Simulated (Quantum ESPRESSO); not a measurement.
# Bi in Quantum ESPRESSO: notebook, part 3 of 3

Quantum ESPRESSO 7.5. The steps go on from the part before.

## 4. Work function, PBE

The input, pw.in:

```
&CONTROL
  calculation = 'scf'
  prefix = 'pwscf'
  outdir = './tmp'
  pseudo_dir = './pseudo'
  tprnfor = .true.
  disk_io = 'low'
/
&SYSTEM
  ibrav = 0
  celldm(1) = 8
  nat = 4
  ntyp = 1
  ecutwfc = 66
  nbnd = 40
  occupations = 'smearing'
  smearing = 'fd'
  degauss = 0.00367493
  assume_isolated = 'esm'
  esm_bc = 'bc1'
/
&ELECTRONS
  conv_thr = 4d-09
  electron_maxstep = 150
  mixing_beta = 0.3
  mixing_mode = 'local-TF'
/
ATOMIC_SPECIES
Bi   208.9804 Bi.upf
CELL_PARAMETERS alat
  1.0721834307534   0.0000000000000   0.0000000000000
 -0.5360917153649   0.9285380885668   0.0000000000000
  0.0000000000000   0.0000000000000   7.7345309202105
ATOMIC_POSITIONS crystal
Bi     0.6666666667    0.3333333334   -0.2709469055
Bi     0.3333333333    0.6666666666   -0.0903156352
Bi     0.6666666667    0.3333333334    0.0903156352
Bi     0.3333333333    0.6666666666    0.2709469055
K_POINTS automatic
7 7 1 0 0 0
```

The input, pp_density.in:

```
&INPUTPP
  prefix = 'pwscf'
  outdir = './tmp'
  filplot = 'density.dat'
  plot_num = 0
/
&PLOT
  nfile = 1
  filepp(1) = 'density.dat'
  iflag = 3
  output_format = 6
  fileout = 'density.cube'
/
```

The input, pp_potential.in:

```
&INPUTPP
  prefix = 'pwscf'
  outdir = './tmp'
  filplot = 'potential.dat'
  plot_num = 11
/
&PLOT
  nfile = 1
  filepp(1) = 'potential.dat'
  iflag = 3
  output_format = 6
  fileout = 'potential.cube'
/
```

The input, pp_elf.in:

```
&INPUTPP
  prefix = 'pwscf'
  outdir = './tmp'
  filplot = 'elf.dat'
  plot_num = 8
/
&PLOT
  nfile = 1
  filepp(1) = 'elf.dat'
  iflag = 3
  output_format = 6
  fileout = 'elf.cube'
/
```

Potentials or basis: PseudoDojo 0.4.1 SR PBE standard.

Run with:

```bash
$ OMP_NUM_THREADS=1 mpirun -n 2 pw.x -nk 2 -in pw.in > pw.out
$ OMP_NUM_THREADS=1 mpirun -n 1 pp.x -in pp_density.in > pp_density.out
$ OMP_NUM_THREADS=1 mpirun -n 1 pp.x -in pp_potential.in > pp_potential.out
$ OMP_NUM_THREADS=1 mpirun -n 1 pp.x -in pp_elf.in > pp_elf.out
```

pw.out:

```text
This program is part of the open-source Quantum ESPRESSO suite
     for quantum simulation of materials; please cite
[... 13 lines left out ...]
     --------------------
     sticks:   dense  smooth     PW     G-vecs:    dense   smooth      PW
     Sum        1345    1345    367               285657   285657   41803

     Using Slab Decomposition

     bravais-lattice index     =            0
     lattice parameter (alat)  =       8.0000  a.u.
     unit-cell volume          =    3942.5096 (a.u.)^3
     number of atoms/cell      =            4
     number of atomic types    =            1
     number of electrons       =        60.00
     number of Kohn-Sham states=           40
     kinetic-energy cutoff     =      66.0000  Ry
     charge density cutoff     =     264.0000  Ry
     scf convergence threshold =      4.0E-09
     mixing beta               =       0.3000
     number of iterations used =            8  local-TF  mixing
     Exchange-correlation= PBE
                           (   1   4   3   4   0   0   0)

     Effective Screening Medium Method
     =================================
     Boundary Conditions: Vacuum-Slab-Vacuum
     total charge in unit cell        =   0.0000
     grid points for fit at edges     =        4

     celldm(1)=   8.000000  celldm(2)=   0.000000  celldm(3)=   0.000000
     celldm(4)=   0.000000  celldm(5)=   0.000000  celldm(6)=   0.000000

     crystal axes: (cart. coord. in units of alat)
               a(1) = (   1.072183   0.000000   0.000000 )
               a(2) = (  -0.536092   0.928538   0.000000 )
               a(3) = (   0.000000   0.000000   7.734531 )

     reciprocal axes: (cart. coord. in units 2 pi/alat)
               b(1) = (  0.932676  0.538481 -0.000000 )
               b(2) = (  0.000000  1.076962  0.000000 )
               b(3) = (  0.000000 -0.000000  0.129290 )

     PseudoPot. # 1 for Bi read from file:
     Bi.upf
     Pseudo is Norm-conserving + core correction, Zval = 15.0
     Generated using ONCVPSP code by D. R. Hamann
     Using radial grid of 1490 points,  6 beta functions with:
                l(1) =   0
                l(2) =   0
                l(3) =   1
                l(4) =   1
                l(5) =   2
                l(6) =   2

     atomic species   valence    mass     pseudopotential
     Bi               15.00   208.98040     Bi( 1.00)

     12 Sym. Ops., with inversion, found

   Cartesian axes

     site n.     atom                  positions (alat units)
         1        Bi     tau(   1) = (   0.5360917   0.3095127  -2.0956472  )
         2        Bi     tau(   2) = (   0.0000000   0.6190254  -0.6985491  )
         3        Bi     tau(   3) = (   0.5360917   0.3095127   0.6985491  )
         4        Bi     tau(   4) = (   0.0000000   0.6190254   2.0956472  )

     number of k points=     8  Fermi-Dirac smearing, width (Ry)=  0.0037
                       cart. coord. in units 2pi/alat
        k(    1) = (   0.0000000   0.0000000   0.0000000), wk =   0.0408163
        k(    2) = (   0.0000000   0.1538517   0.0000000), wk =   0.2448980
        k(    3) = (   0.0000000   0.3077034   0.0000000), wk =   0.2448980
        k(    4) = (   0.0000000   0.4615550   0.0000000), wk =   0.2448980
        k(    5) = (   0.1332395   0.2307775   0.0000000), wk =   0.2448980
        k(    6) = (   0.1332395   0.3846292   0.0000000), wk =   0.4897959
        k(    7) = (   0.1332395   0.5384809   0.0000000), wk =   0.2448980
        k(    8) = (   0.2664789   0.4615550   0.0000000), wk =   0.2448980

     Dense  grid:   285657 G-vectors     FFT dimensions: (  45,  45, 324)

     Initial potential from superposition of free atoms

     starting charge      59.9966, renormalised to      60.0000

     negative rho (up, down):  3.060E-06 0.000E+00
     Starting wfcs are   36 randomized atomic wfcs +    4 random wfcs

     Self-consistent Calculation

     iteration #  1     ecut=    66.00 Ry     beta= 0.30
     Davidson diagonalization with overlap
     ethr =  1.00E-02,  avg # of iterations = 16.5

     Threshold (ethr) on eigenvalues was too large:
     Diagonalizing with lowered threshold

     Davidson diagonalization with overlap
     c_bands:  4 eigenvalues not converged
     c_bands:  4 eigenvalues not converged
     c_bands:  4 eigenvalues not converged
     c_bands:  4 eigenvalues not converged
     ethr =  2.35E-05,  avg # of iterations = 20.0

     negative rho (up, down):  6.777E-05 0.000E+00

     total energy              =    -655.74785324 Ry
     estimated scf accuracy    <       0.01610487 Ry

     iteration #  2     ecut=    66.00 Ry     beta= 0.30
     Davidson diagonalization with overlap
     c_bands:  1 eigenvalues not converged
     c_bands:  4 eigenvalues not converged
     c_bands:  4 eigenvalues not converged
     c_bands:  4 eigenvalues not converged
     ethr =  2.68E-05,  avg # of iterations = 20.0

     negative rho (up, down):  1.799E-03 0.000E+00

     total energy              =    -655.74487427 Ry
     estimated scf accuracy    <       0.01235704 Ry

     iteration #  3     ecut=    66.00 Ry     beta= 0.30
     Davidson diagonalization with overlap
     c_bands:  1 eigenvalues not converged
     c_bands:  3 eigenvalues not converged
     ethr =  2.06E-05,  avg # of iterations = 16.1
[... 75 lines left out ...]
     total energy              =    -655.74820896 Ry
     estimated scf accuracy    <       0.00000022 Ry

     iteration # 11     ecut=    66.00 Ry     beta= 0.30
     Davidson diagonalization with overlap
     ethr =  3.74E-10,  avg # of iterations =  6.6

     total energy              =    -655.74820029 Ry
     estimated scf accuracy    <       0.00000007 Ry

     iteration # 12     ecut=    66.00 Ry     beta= 0.30
     Davidson diagonalization with overlap
     c_bands:  2 eigenvalues not converged
     ethr =  1.18E-10,  avg # of iterations = 12.6

     total energy              =    -655.74819997 Ry
     estimated scf accuracy    <          4.9E-09 Ry

     iteration # 13     ecut=    66.00 Ry     beta= 0.30
     Davidson diagonalization with overlap
     ethr =  8.22E-12,  avg # of iterations = 12.0

     End of self-consistent calculation

          k = 0.0000 0.0000 0.0000 ( 35585 PWs)   bands (ev):

   -27.6307 -27.6307 -27.6307 -27.6307 -27.6257 -27.6257 -27.6257 -27.6257
   -27.6121 -27.6121 -27.6121 -27.6121 -27.6091 -27.6091 -27.6067 -27.6067
   -27.6067 -27.6067 -27.6036 -27.6036 -15.1270 -15.1233 -15.1196 -15.1181
    -5.5908  -5.4785  -5.3267  -5.1896  -3.4006  -3.4006  -3.3969  -3.3969
    -3.3931  -3.3931  -3.3909  -3.3909  -1.6474  -1.3515  -0.9487  -0.4920

          k = 0.0000 0.1539 0.0000 ( 35587 PWs)   bands (ev):

   -27.6306 -27.6306 -27.6293 -27.6293 -27.6257 -27.6257 -27.6244 -27.6244
   -27.6126 -27.6126 -27.6122 -27.6122 -27.6084 -27.6084 -27.6072 -27.6072
   -27.6069 -27.6069 -27.6029 -27.6029 -15.0694 -15.0659 -15.0624 -15.0611
    -5.4653  -5.3594  -5.2164  -5.0871  -4.2377  -4.2248  -4.2143  -4.2097
    -3.5522  -3.5465  -3.5405  -3.5364  -1.1499  -0.8691  -0.5083   0.0506

          k = 0.0000 0.3077 0.0000 ( 35717 PWs)   bands (ev):

   -27.6307 -27.6307 -27.6263 -27.6263 -27.6258 -27.6258 -27.6213 -27.6213
   -27.6136 -27.6136 -27.6125 -27.6125 -27.6082 -27.6082 -27.6071 -27.6071
   -27.6067 -27.6066 -27.6012 -27.6012 -14.9327 -14.9299 -14.9269 -14.9262
    -5.4074  -5.4021  -5.3907  -5.3778  -5.1313  -5.0388  -4.9256  -4.8313
    -3.8521  -3.8446  -3.8360  -3.8298  -0.4777  -0.2617  -0.0127   0.3465

          k = 0.0000 0.4616 0.0000 ( 35764 PWs)   bands (ev):

   -27.6308 -27.6308 -27.6259 -27.6259 -27.6239 -27.6239 -27.6189 -27.6189
   -27.6144 -27.6144 -27.6127 -27.6127 -27.6090 -27.6090 -27.6073 -27.6073
   -27.6052 -27.6052 -27.5997 -27.5997 -14.8146 -14.8128 -14.8103 -14.8101
    -6.1043  -6.0962  -6.0857  -6.0769  -4.7850  -4.7341  -4.6727  -4.6242
    -4.0634  -4.0551  -4.0454  -4.0383  -0.0579  -0.0425   0.1091   0.2270
[... 11 lines left out ...]
   -27.6299 -27.6299 -27.6252 -27.6252 -27.6249 -27.6249 -27.6203 -27.6203
   -27.6140 -27.6140 -27.6129 -27.6129 -27.6086 -27.6086 -27.6075 -27.6075
   -27.6056 -27.6056 -27.6002 -27.6002 -14.8423 -14.8401 -14.8375 -14.8372
    -5.7858  -5.7781  -5.7678  -5.7588  -4.8827  -4.8159  -4.7334  -4.6658
    -4.3943  -4.3866  -4.3785  -4.3729   0.1111   0.1912   0.3009   0.4632

          k = 0.1332 0.5385 0.0000 ( 35729 PWs)   bands (ev):

   -27.6297 -27.6297 -27.6248 -27.6248 -27.6242 -27.6242 -27.6192 -27.6192
   -27.6144 -27.6144 -27.6130 -27.6130 -27.6090 -27.6090 -27.6077 -27.6076
   -27.6049 -27.6049 -27.5995 -27.5995 -14.7812 -14.7800 -14.7775 -14.7774
    -6.0748  -6.0668  -6.0565  -6.0480  -4.6726  -4.6445  -4.6112  -4.5832
    -4.5756  -4.5648  -4.5518  -4.5515   0.1037   0.1515   0.3344   0.6060

          k = 0.2665 0.4616 0.0000 ( 35751 PWs)   bands (ev):

   -27.6279 -27.6279 -27.6256 -27.6256 -27.6229 -27.6229 -27.6206 -27.6206
   -27.6141 -27.6141 -27.6135 -27.6135 -27.6087 -27.6087 -27.6081 -27.6081
   -27.6050 -27.6049 -27.5995 -27.5995 -14.7668 -14.7659 -14.7633 -14.7633
    -5.7916  -5.7840  -5.7745  -5.7667  -5.1744  -5.1680  -5.1591  -5.1514
    -4.6293  -4.5997  -4.5672  -4.5442   0.4157   0.4873   0.6099   0.8486

     the Fermi energy is    -4.7878 ev

!    total energy              =    -655.74819948 Ry
     estimated scf accuracy    <          3.6E-09 Ry
     smearing contrib. (-TS)   =      -0.00758495 Ry
     internal energy E=F+TS    =    -655.74061454 Ry

     The total energy is F=E-TS. E is the sum of the following terms:
     one-electron contribution =    9832.73858116 Ry
     hartree contribution      =   -4914.46168688 Ry
     xc contribution           =    -172.12452164 Ry
     ewald contribution        =   -5401.89298717 Ry

     convergence has been achieved in  13 iterations

     Forces acting on atoms (cartesian axes, Ry/au):

     atom    1 type  1   force =     0.00000000   -0.00000000    0.00125077
     atom    2 type  1   force =     0.00000000    0.00000000   -0.00000799
     atom    3 type  1   force =     0.00000000   -0.00000000    0.00000799
     atom    4 type  1   force =     0.00000000    0.00000000   -0.00125077

     Total force =     0.001769     Total SCF correction =     0.000195
     SCF correction compared to forces is large: reduce conv_thr to get better values

=------------------------------------------------------------------------------=
   JOB DONE.
=------------------------------------------------------------------------------=
```

It took 4.5 min on 2 MPI ranks of Arm Neoverse V2, shared host; peak memory 1.1 GiB.

What came out:

| Quantity | Value |
| --- | --- |
| Free energy | -8921.9088 eV |
| Largest force | 0.032 eV/Å |
| Band gap on the k mesh | none (metal or under the smearing width) |
| Work function of the upper face | 4.79 eV |
| Work function of the lower face | 4.79 eV |

Forces on the atoms (eV/Å):
```
Bi   0.000  0.000  0.032
Bi   0.000  0.000  0.000
Bi   0.000  0.000  0.000
Bi   0.000  0.000 -0.032
```

Caveat: spin-orbit coupling is left out, which moves the levels of the heavy elements.

## 5. The runs side by side

| boundary across the vacuum | tefield | dipfield | emaxpos | eopreg | gap on the mesh (eV) | largest force (eV/Å) | work function (eV) |
| --- | --- | --- | --- | --- | --- | --- | --- |
| none | - | - | - | - | none | 0.03 | 4.79 |
| dipole | yes | yes | 0.9848 | 0.0305 | none | 0.03 | 4.79 |
| esm | - | - | - | - | none | 0.03 | 4.79 |

Alike in all rows: task work function; level PBE; potentials or basis PseudoDojo 0.4.1 SR PBE standard; no spin polarisation; cell as given; k mesh 7 × 7 × 1; cutoff (eV) 898; smearing fermi-dirac 0.05 eV.

Every run on the cell as given and a fine mesh finds a metal.

Caveats: spin-orbit coupling is left out, which moves the levels of the heavy elements.

Total energies depend on the potentials used, so only differences within one code and one set of settings carry meaning.
